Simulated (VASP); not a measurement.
# MoS2 in VASP: notebook, part 2 of 2

VASP 6.6.1. Earlier steps stand in the parts before.

## (4) Work function, PBE, non-collinear spin, zero start, spin-orbit coupling

The input, INCAR:

```
PREC = Accurate ; ENCUT = 520
EDIFF = 1E-6 ; ISMEAR = -1
SIGMA = 0.05 ; LREAL = F
LASPH = T ; NELM = 60
ALGO = Normal ; ISIF = 2
LWAVE = F ; LCHARG = T
LNONCOLLINEAR = T ; MAGMOM = 0 0 0 0 0 0 0 0 0 0 0 0 0 0 0 0 0 0 0 0 0 0 0 0 0 0 0
LORBIT = 11 ; LSORBIT = T
GGA_COMPAT = F ; LMAXMIX = 4
GGA = PE ; LVHAR = T
LVACPOTAV = T
```

The input, KPOINTS:

```
Automatic mesh
0
Gamma
  10 10 1
```

The input, POSCAR:

```
MoS2
1.0
    3.1600000000      0.0000000000      0.0000000000
   -1.5800000000      2.7366402760      0.0000000000
    0.0000000000      0.0000000000     33.4240000000
S Mo
6 3
Direct
    0.6666666667      0.3333333333      0.2692675921
    0.6666666667      0.3333333333      0.3629128770
    0.3333333333      0.6666666667      0.4531773576
    0.3333333333      0.6666666667      0.5468226424
    0.6666666667      0.3333333333      0.6370871230
    0.6666666667      0.3333333333      0.7307324079
    0.3333333333      0.6666666667      0.3160902346
    0.6666666667      0.3333333333      0.5000000000
    0.3333333333      0.6666666667      0.6839097654
```

Potentials or basis: VASP PAW PBE potentials, release 64 (S, Mo_sv).

The run is started by

```
cat potpaw_PBE.64/S/POTCAR potpaw_PBE.64/Mo_sv/POTCAR > POTCAR
mpirun -np 1 vasp_ncl > vasp.out
```

OUTCAR:

```text
PREC = Accurate
   ENCUT = 520
   EDIFF = 1E-6
   ISMEAR = -1
   LREAL = F
   LASPH = T
   NELM = 60
   ISIF = 2
   LNONCOLLINEAR = T
   LORBIT = 11
   LSORBIT = T
   GGA = PE

 ion  position               nearest neighbor table
   1  0.667  0.333  0.269-   7 2.40   7 2.40   7 2.40
   2  0.667  0.333  0.363-   7 2.40   7 2.40   7 2.40
   3  0.333  0.667  0.453-   8 2.40   8 2.40   8 2.40
   4  0.333  0.667  0.547-   8 2.40   8 2.40   8 2.40
   5  0.667  0.333  0.637-   9 2.40   9 2.40   9 2.40
   6  0.667  0.333  0.731-   9 2.40   9 2.40   9 2.40
   7  0.333  0.667  0.316-   2 2.40   2 2.40   2 2.40   1 2.40   1 2.40   1 2.40
   8  0.667  0.333  0.500-   3 2.40   4 2.40   3 2.40   4 2.40   3 2.40   4 2.40
   9  0.333  0.667  0.684-   5 2.40   5 2.40   5 2.40   6 2.40   6 2.40   6 2.40

  LATTYP: Found a hexagonal cell.
 ALAT       =     3.1600000000
 C/A-ratio  =    10.5772151899

  Lattice vectors:

 A1 = (   3.1600000000,   0.0000000000,   0.0000000000)
 A2 = (  -1.5800000000,   2.7366402760,   0.0000000000)
 A3 = (   0.0000000000,   0.0000000000,  33.4240000000)

Analysis of symmetry for initial positions (statically):
=====================================================================
 Subroutine PRICEL returns:
[... 2471 lines left out ...]
     0.0000000     0.0000000     0.0000000     0.0000000     0.0000000     0.0000000     0.0000000
     0.0000000     0.0000000     0.0000000     0.0000000     0.0000000     0.0000000     0.0000000
     0.0000000     0.0000000     0.0000000     0.0000000     0.0000000     0.0000000     0.0000000
     0.0000000     0.0000000     0.0000000     0.0000000     0.0000000     0.0000000     0.0000000

 total charge

# of ion       s       p       d       tot
------------------------------------------
    1        1.363   2.342   0.000   3.706
    2        1.365   2.341   0.000   3.706
    3        1.365   2.341   0.000   3.706
    4        1.365   2.341   0.000   3.706
    5        1.365   2.341   0.000   3.706
    6        1.363   2.342   0.000   3.706
    7        2.292   6.224   3.953  12.469
    8        2.292   6.224   3.954  12.470
    9        2.292   6.224   3.953  12.469
--------------------------------------------------
tot         15.063  32.721  11.861  59.644

 magnetization (x)

# of ion       s       p       d       tot
------------------------------------------
    1        0.000  -0.000   0.000  -0.000
    2       -0.000   0.000   0.000   0.000
    3        0.000   0.000   0.000   0.000
    4       -0.000  -0.000   0.000  -0.000
    5        0.000  -0.000   0.000  -0.000
    6       -0.000   0.000   0.000   0.000
    7        0.000  -0.000   0.000   0.000
    8        0.000  -0.000  -0.000  -0.000
    9       -0.000   0.000   0.000   0.000
--------------------------------------------------
tot         -0.000  -0.000   0.000  -0.000

 magnetization (y)

# of ion       s       p       d       tot
------------------------------------------
    1       -0.000   0.000   0.000   0.000
    2        0.000   0.000   0.000   0.000
    3        0.000   0.000   0.000   0.000
    4        0.000   0.000   0.000   0.000
    5       -0.000   0.000   0.000  -0.000
    6        0.000   0.000   0.000   0.000
    7        0.000   0.000   0.000   0.000
    8       -0.000   0.000   0.000  -0.000
    9       -0.000   0.000   0.000  -0.000
--------------------------------------------------
tot         -0.000   0.000   0.000   0.000

 magnetization (z)

# of ion       s       p       d       tot
------------------------------------------
    1       -0.000   0.000   0.000   0.000
    2       -0.000  -0.000   0.000  -0.000
    3        0.000  -0.000   0.000  -0.000
    4        0.000  -0.000   0.000  -0.000
    5       -0.000  -0.000   0.000  -0.000
    6       -0.000   0.000   0.000   0.000
    7       -0.000  -0.000  -0.000  -0.000
    8        0.000   0.000   0.000   0.000
    9        0.000  -0.000  -0.000  -0.000
--------------------------------------------------
tot         -0.000   0.000  -0.000  -0.000
```

OSZICAR:

```text
N       E                     dE             d eps       ncg     rms          rms(c)
DAV:   1     0.708897814282E+03    0.70890E+03   -0.42334E+04  5024   0.149E+03
DAV:   2    -0.129149250492E+02   -0.72181E+03   -0.70352E+03  4924   0.363E+02
DAV:   3    -0.675074562838E+02   -0.54593E+02   -0.53757E+02  4812   0.879E+01
[... 17 lines left out ...]
DAV:  21    -0.657422598513E+02   -0.19223E-04   -0.97724E-07  3316   0.331E-03    0.128E-03
DAV:  22    -0.657422673793E+02   -0.75280E-05   -0.12006E-07  2776   0.122E-03    0.993E-04
DAV:  23    -0.657422744810E+02   -0.71017E-05   -0.22029E-07  2876   0.930E-04    0.749E-04
DAV:  24    -0.657422759073E+02   -0.14263E-05   -0.75001E-08  2768   0.574E-04    0.597E-04
DAV:  25    -0.657422767773E+02   -0.87000E-06   -0.17997E-08  2648   0.448E-04
   1 F= -.65742277E+02 E0= -.65742276E+02  d E =-.948380E-06  mag=    -0.0000    -0.0000     0.0000
```

stdout:

```text
POSCAR found type information on POSCAR S Mo
 POSCAR found :  2 types and       9 ions
 scaLAPACK will be used
 LDA part: xc-table for (Slater+PW92), standard interpolation
 POSCAR, INCAR and KPOINTS ok, starting setup
 FFT: planning ... GRIDC
 FFT: planning ... GRID_SOFT
 FFT: planning ... GRID
 WAVECAR not read
 entering main loop
```

Wall time 24 min (1 thread of Intel Xeon 6975P-C (Granite Rapids), shared host); peak memory 1.4 GiB.

Results:

| Item | Value |
| --- | --- |
| Free energy | -65.7423 eV |
| Largest force | 0.101 eV/Å |
| Net moment | 0.00 μB per cell |
| Valence electrons inside the program's atomic spheres | S 3.71; Mo 12.47 |

Forces on the atoms (eV/Å):
```
S    0.000  0.000 -0.101
S    0.000  0.000 -0.020
S    0.000  0.000  0.022
S    0.000  0.000 -0.022
S    0.000  0.000  0.020
S    0.000  0.000  0.101
Mo   0.000  0.000 -0.044
Mo   0.000  0.000  0.000
Mo   0.000  0.000  0.044
```

Moments on the atoms (μB; x, y, z):
```
S   0.00 0.00 0.00
S   0.00 0.00 0.00
S   0.00 0.00 0.00
S   0.00 0.00 0.00
S   0.00 0.00 0.00
S   0.00 0.00 0.00
Mo  0.00 0.00 0.00
Mo  0.00 0.00 0.00
Mo  0.00 0.00 0.00
```

## (5) Overview

| level | potentials or basis | spin | gap on the mesh (eV) | largest force (eV/Å) |
| --- | --- | --- | --- | --- |
| LDA | VASP PAW LDA potentials, release 64 (S, Mo_sv) | off | 1.07 | 0.48 |
| PBE | VASP PAW PBE potentials, release 64 (S, Mo_sv) | off | 1.15 | 0.10 |
| PBE | VASP PAW PBE potentials, release 64 (S, Mo_sv) | non-collinear, zero start, SOC | - | 0.10 |

Alike in all rows: task work function; cell as given; k mesh 10 × 10 × 1; cutoff (eV) 520; smearing fermi-dirac 0.05 eV.

Absolute energies hang on the potentials; compare differences alone.
